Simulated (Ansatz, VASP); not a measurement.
SnO2: VASP beside Ansatz

The input INCAR:

```
SYSTEM = SnO2
PREC = Accurate ; ENCUT = 520
EDIFF = 1E-7 ; ISMEAR = -1
SIGMA = 0.05 ; LREAL = .FALSE.
LASPH = .TRUE. ; NELM = 60
ALGO = Normal ; ISIF = 2
LWAVE = .FALSE. ; LCHARG = .FALSE.
GGA = PE ; NBANDS = 35
```

The input KPOINTS:

```
Automatic mesh
0
G
  6 6 8
  0 0 0
```

File POSCAR:

```
SnO2
1.0
    4.7558687767      0.0000000000      0.0000000000
    0.0000000000      4.8339193917      0.0000000000
    0.0000000000      0.0000000000      3.2191463513
Sn O
2 4
Direct
    0.0000000000      0.0000000000      0.0000000000
    0.5000000000      0.5000000000      0.5000000000
    0.7081450000      0.6789580000      0.0000000000
    0.2081450000      0.8210420000      0.5000000000
    0.7918550000      0.1789580000      0.5000000000
    0.2918550000      0.3210420000      0.0000000000
```

The input input.yaml:

```yaml
crystal:
  lattice:
    - [4.7558687767, 0.0, 0.0]
    - [0.0, 4.8339193917, 0.0]
    - [0.0, 0.0, 3.2191463513]
  atoms:
    - { symbol: Sn, position: [0.0, 0.0, 0.0] }
    - { symbol: Sn, position: [0.5, 0.5, 0.5] }
    - { symbol: O, position: [0.708145, 0.678958, 0.0] }
    - { symbol: O, position: [0.208145, 0.821042, 0.5] }
    - { symbol: O, position: [0.791855, 0.178958, 0.5] }
    - { symbol: O, position: [0.291855, 0.321042, 0.0] }
hamiltonian:
  xc: pbe
  pseudopotentials: { kind: paw }
kpoints:
  mp_grid: { grid: [6, 6, 8] }
scf:
  occupations: { method: fermi_dirac, width: 0.05 }
output:
  forces: true
  stress: true
  eigenvalues: true
```

Change from the starting cell: volume scaled by 0.98.

Alike in both runs: task single point; functional PBE; k mesh 6 × 6 × 8; occupations fermi-dirac, width 0.05 eV; no spin polarisation.

```csv
,VASP,Ansatz
version,VASP 6.6.1,Ansatz 0.2.0
potentials or method,"VASP PAW PBE potentials, release 64 (Sn_d, O)",Ansatz PAW
plane-wave cutoff (eV),520,420
valence electrons in the cell,52,52
```

Ansatz gave:

```
gap on the k mesh at the Fermi level (eV)       : 1.00
least direct gap on the mesh (eV)               : 1.00
pressure (GPa)                                  : 3.2
largest component of the traceless stress (GPa) : 0.54
rms of the force components (eV/Å)              : 0.036
```

Problem. Which values does VASP return?

Solution. gap on the k mesh at the Fermi level (eV): 0.99; least direct gap on the mesh (eV): 0.99; pressure (GPa): 3.9; largest component of the traceless stress (GPa): 0.75; rms of the force components (eV/Å): 0.041.

Atom by atom the forces differ by 0.008 eV/Å (rms over components).

Caveats: spin-orbit coupling is left out, which moves the levels of the heavy elements; the pressure holds a Pulay correction of +0.8 GPa for the finite cutoff (Ansatz).
